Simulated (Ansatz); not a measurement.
## InSe (R3m)

Method: DFT PBEsol, scalar-relativistic, plane waves, PAW (Ansatz).

Settings: cutoff 420 eV, Γ-centred mesh 12×12×12 on the computed 4-atom cell, Gaussian smearing of 0.02 eV; no spin polarisation.

The structure is relaxed at this level of theory with its symmetry kept.

```cif
data_structure
_symmetry_space_group_name_H-M 'R3m:H'
_symmetry_Int_Tables_number 160
_cell_length_a 4.0089
_cell_length_b 4.0089
_cell_length_c 25.2888
_cell_angle_alpha 90.000
_cell_angle_beta 90.000
_cell_angle_gamma 120.000
_cell_volume 351.97
loop_
_atom_site_label
_atom_site_type_symbol
_atom_site_symmetry_multiplicity
_atom_site_Wyckoff_symbol
_atom_site_fract_x
_atom_site_fract_y
_atom_site_fract_z
_atom_site_occupancy
In1 In 3 a 0.66667 0.33333 0.33256 1
In2 In 3 a 0.66667 0.33333 0.22277 1
Se1 Se 3 a 0.33333 0.66667 0.04974 1
Se2 Se 3 a 0.00000 0.00000 0.17227 1
```

* Space group: R3m (No. 160)
* Volume per atom: 197.9 bohr³
* Formation energy from the elements' standard states (uncorrected): -0.483 eV/atom
* Kohn–Sham band gap: 0.37 eV, direct at T
* Löwdin character of the top 1 eV of the valence band: Se 4p 68 %, In 5p 21 %, In 5s 7 %
* Löwdin character of the lowest 1 eV of the conduction band: In 5p 33 %, Se 4p 30 %, In 5s 24 %, Se 4s 9 %
* Electron masses at the edge by Cartesian direction of the computed cell, whose vectors are (2.004, 1.157, 8.430), (-2.004, 1.157, 8.430), (0.000, -2.315, 8.430) Å (m_e; degenerate bands sorted by energy; no spin-orbit coupling): x: 0.11; y: 0.11; z: 0.047
* Hole masses at the edge by Cartesian direction of the computed cell, whose vectors are (2.004, 1.157, 8.430), (-2.004, 1.157, 8.430), (0.000, -2.315, 8.430) Å (m_e; degenerate bands sorted by energy; no spin-orbit coupling): x: 2.7; y: 2.7; z: 0.045
* Bader charges (e): In (1 in the cell) 0.67, In (1 in the cell) 0.67, Se (1 in the cell) -0.67, Se (1 in the cell) -0.67

Each cell of InSe holds layers, and where no dispersion correction was added their binding is poorly described.